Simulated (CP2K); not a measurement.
Runs of CP2K 2026.2 on CuO. The typed cell holds 4 atoms: a = 2.988 Å, b = 2.816 Å, c = 5.493 Å, α = 74.89°, β = 74.25°, γ = 66.24°. The cell comes from a database or a generator and needn't be the stable form of this composition.

```csv
potentials or basis,ADDED_MOS,gap on the mesh (eV),pressure (GPa),largest force (eV/Å)
"GTH_POTENTIALS Cu GTH-PBE-q11, O GTH-PBE-q6; DZVP-MOLOPT-SR-GTH basis",[20],none,-1.4,1.81
"POTENTIAL_UZH Cu GTH-PBE-q11, O GTH-PBE-q6; TZVP-MOLOPT-PBE-GTH basis",[20],none,-1.4,1.79
"POTENTIAL_UZH Cu GTH-PBE-q11, O GTH-PBE-q6; DZVP-MOLOPT-PBE-GTH basis",[20],none,-0.9,1.79
"GTH_POTENTIALS Cu GTH-PBE-q11, O GTH-PBE-q6; SZV-MOLOPT-SR-GTH basis",[9],none,(a),(b)
"POTENTIAL_UZH Cu GTH-PBE-q11, O GTH-PBE-q6; ccGRB-D basis",[20],none,0.9,1.99
```

Alike in all rows: task single point; level PBE; no spin polarisation; cell all atoms moved at random; k mesh 10 × 10 × 5; smearing fermi-dirac 0.05 eV.

Estimate the missing entries.

(a) 4.6; (b) 2.05.

Caveats: the basis of atomic orbitals isn't converged, which shifts pressures, moduli and gaps; the run has no spin polarisation, though such a crystal can be magnetic; semilocal functionals often make such compounds metallic where correlation or magnetic order opens a gap, which also shifts bond lengths; forces of over 1 eV/Å show positions far from the minimum, so gaps and moduli don't describe the material at rest; a minimal basis gives rough bond lengths, pressures and levels (some runs).

A gap of «none» marks a metal or a gap under the smearing width.
